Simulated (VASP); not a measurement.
Here is a VASP 6.6.1 calculation.

The input POSCAR:

```
SnTe
1.0
    0.0000000000      3.1893545730      3.1893545730
    3.1893545730      0.0000000000      3.1893545730
    3.1893545730      3.1893545730      0.0000000000
Sn Te
1 1
Direct
    0.0000000000      0.0000000000      0.0000000000
    0.5000000000      0.5000000000      0.5000000000
```

File INCAR.step1:

```
SYSTEM = SnTe
ALGO     = Normal         ! electronic algorithm
EDIFF    = 1E-5           ! SCF threshold, eV
ENCUT    = 400            ! plane-wave cutoff, eV
GGA      = PE             ! functional
GGA_COMPAT= .FALSE.      
ISIF     = 2              ! what is computed and relaxed
ISMEAR   = -1             ! smearing method
LASPH    = .TRUE.         ! aspherical terms in the spheres
LCHARG   = .FALSE.        ! write CHGCAR
LREAL    = .FALSE.        ! projectors in reciprocal space
LWAVE    = .TRUE.         ! write WAVECAR
NBANDS   = 17             ! bands
NELM     = 120            ! most SCF steps
PREC     = Accurate       ! precision mode
SIGMA    = 0.02           ! smearing width, eV
```

Contents of INCAR.step2:

```
SYSTEM = SnTe
ALGO     = Normal         ! electronic algorithm
EDIFF    = 1E-6           ! SCF threshold, eV
ENCUT    = 400            ! plane-wave cutoff, eV
GGA      = PE             ! functional
GGA_COMPAT= .FALSE.      
HFSCREEN = 0.2079         ! screening, 1/A
ISIF     = 2              ! what is computed and relaxed
ISMEAR   = -1             ! smearing method
ISTART   = 1            
LASPH    = .TRUE.         ! aspherical terms in the spheres
LCHARG   = .FALSE.        ! write CHGCAR
LHFCALC  = .TRUE.         ! exact exchange
LREAL    = .FALSE.        ! projectors in reciprocal space
LWAVE    = .FALSE.        ! write WAVECAR
NBANDS   = 17             ! bands
NELM     = 120            ! most SCF steps
PREC     = Accurate       ! precision mode
PRECFOCK = Normal       
SIGMA    = 0.02           ! smearing width, eV
```

The input KPOINTS:

```
k-points
0
G
  6 6 6
  0 0 0
```

Potentials or basis: VASP PAW PBE potentials, release 64 (Sn_d, Te).

Run with:

```bash
$ cat potpaw_PBE.64/Sn_d/POTCAR potpaw_PBE.64/Te/POTCAR > POTCAR
$ cp INCAR.step1 INCAR
$ mpirun -np 1 vasp_std > vasp.out
$ cp INCAR.step2 INCAR
$ mpirun -np 1 vasp_std > vasp.out
```

(1) Estimate the pressure.

(2) Estimate the band gap on the k mesh.

Results:

(1) -0.5 GPa.

(2) 0.20 eV.

Caveat: the PAW data sets were made with another functional, which shifts forces and pressure a little; spin-orbit coupling is left out, which moves the levels of the heavy elements.

**The experiment to reproduce.**

A printed reference work, textbook reports, for a bulk crystal of SnTe at 300 K: band gap 0.18 eV (direct).

Measured gap of SnTe: 0.18 eV (direct; 300 K; a printed reference work, textbook). This calculation gives 0.20 eV (+0.02 eV). Spin-orbit coupling on Sn, Te is left out. The value is that of HSE06 on a finite k mesh, which can miss the band edges, without temperature or zero-point motion.
